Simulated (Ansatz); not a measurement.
The cell is COD entry 1010990, as deposited and not checked against the literature; nothing was relaxed.

An input for LiF: DFT, PBE, all-electron LAPW, scalar-relativistic (Ansatz 0.2.0).

```yaml
crystal:
  lattice:
    - [0.0, 2.014, 2.014]
    - [2.014, 0.0, 2.014]
    - [2.014, 2.014, 0.0]
  atoms:
    - { symbol: Li, position: [0.0, 0.0, 0.0] }
    - { symbol: F, position: [0.5, 0.5, 0.5] }
kpoints:
  mp_grid: { grid: [10, 10, 10] }
  band_path:
    path:
      - [0.0, 0.0, 0.0]
      - [0.5, 0.0, 0.5]
      - [0.625, 0.25, 0.625]
      - [0.375, 0.375, 0.75]
      - [0.0, 0.0, 0.0]
      - [0.5, 0.5, 0.5]
      - [0.5, 0.25, 0.75]
      - [0.5, 0.0, 0.5]
    npoints: 8
scf:
  occupations: { method: fermi_dirac, width: 0.03 }
hamiltonian:
  xc: pbe
  pseudopotentials: { kind: all_electron, lapw: { basis_error: 0.00025 } }
output:
  forces: true
  stress: true
  eigenvalues: true
  populations: true
  dos: { projected: true, de: 0.2, e_range: [-14, 8] }
```

Set-up and iterations as logged by Ansatz (the results part is left out, to be predicted):

```
Li: projections on atomic orbitals take those of the free atom 1s2 2s1, of charge +0.00 (hamiltonian.pseudopotentials.projection_atoms)
F: projections on atomic orbitals take those of the free atom 1s2 2s2 2p5, of charge +0.00 (hamiltonian.pseudopotentials.projection_atoms)
LAPW: plane waves up to 9.463 Å⁻¹, error target 2.5e-4 eV per atom; small_component_spin mean_spin; Li in spheres of 0.899 Å, 3 of its electrons in bands, Dirac shells []; F in spheres of 1.115 Å, 7 of its electrons in bands, Dirac shells []
Engine: ansatz 0.2.0
Pseudopotentials: kind: all_electron
Pseudopotential: Li, LAPW, valence charge 3, Koelling and Harmon's equation, gaussian nucleus
Pseudopotential: F, LAPW, valence charge 7, Koelling and Harmon's equation, gaussian nucleus
Functional definition: PBE
  parameter kappa = 0.804
  parameter beta = 0.06672455060314922
  exchange = pbe_x(kappa = kappa, mu = beta*pi^2/3)
  correlation = pbe_c(beta = beta)
Crystal: 2 atoms, lattice volume = 16.338 Å³
Basis set: ecut = 341.16478173086955 eV, 259 PW (Γ), exchange–correlation at level 2
Bands: 9, of which v1, the nominal top of the filled ones, is band 5 counted from 1 (4 counted from 0)
Symmetry: 48 space group operations
Space group: Fm-3m (ITA 225), of the structure as read, at distance tolerance 2.5e-5 Å
k-points: 47 of 1000
Non-local potential: Li, projectors of the file, none
Non-local potential: F, projectors of the file, none
Initial density: superposition of atomic densities (chi_scale 0.1, normalization cell, long waves kept (reshape's long-wave potential 0.00 eV rms))
Initial wavefunctions: plane waves of lowest kinetic energy (no species holds an atomic orbital)
Functional: x = pbe(κ = 0.804, μ = 0.2195149727645171), c = pbe(β = 0.06672455060314922)
iter 1 solved again at ethr=4.02e-3 eV; its pass at ethr=1.00e-1 eV (dr2=4.02e-1 eV) is discarded
SCF iter   1: F=—  HF=-2927.074289 eV  |F-HF|=—  |Δ(HF+E_count)|=         —  Δρ=5.23e-2  dr2=4.02e-1  ethr=4.02e-3  ⟨swp⟩=2.0  Hψ=2936  notcnv=0
iter 2 solved again at ethr=3.57e-5 eV; its pass at ethr=4.02e-3 eV (dr2=3.57e-3 eV) is discarded
SCF iter   2: F=—  HF=-2926.645180 eV  |F-HF|=—  |Δ(HF+E_count)|=   4.29e-1  Δρ=5.86e-3  dr2=3.59e-3  ethr=3.57e-5  ⟨swp⟩=2.3  Hψ=2314  notcnv=0
SCF iter   3: F=—  HF=-2926.582712 eV  |F-HF|=—  |Δ(HF+E_count)|=   6.25e-2  Δρ=1.01e-2  dr2=1.50e-2  ethr=3.57e-5  ⟨swp⟩=3.0  Hψ=1406  notcnv=0
SCF iter   4: F=—  HF=-2926.587904 eV  |F-HF|=—  |Δ(HF+E_count)|=         —  Δρ=9.75e-4  dr2=1.29e-4  ethr=3.57e-5  ⟨swp⟩=2.9  Hψ=1419  notcnv=0
the basis was enlarged: its passes take 210.6 KiB over the memory plan, 1 of 1 planned eigensolver slots
SCF iter   5: F=—  HF=-2926.588160 eV  |F-HF|=—  |Δ(HF+E_count)|=   2.56e-4  Δρ=1.98e-4  dr2=5.55e-6  ethr=1.29e-6  ⟨swp⟩=2.9  Hψ=1306  notcnv=0
SCF iter   6: F=-2926.588169 eV  HF=-2926.588169 eV  |F-HF|=1.13e-8  |Δ(HF+E_count)|=   9.25e-6  Δρ=8.23e-6  dr2=8.95e-9  ethr=5.55e-8  ⟨swp⟩=2.8  Hψ=1137  notcnv=0
```

(1) What pressure will this run report?

(2) Is there a band gap?

Results:

(1) 2.01 GPa (positive in compression).

(2) 9.07 eV, direct at Γ.
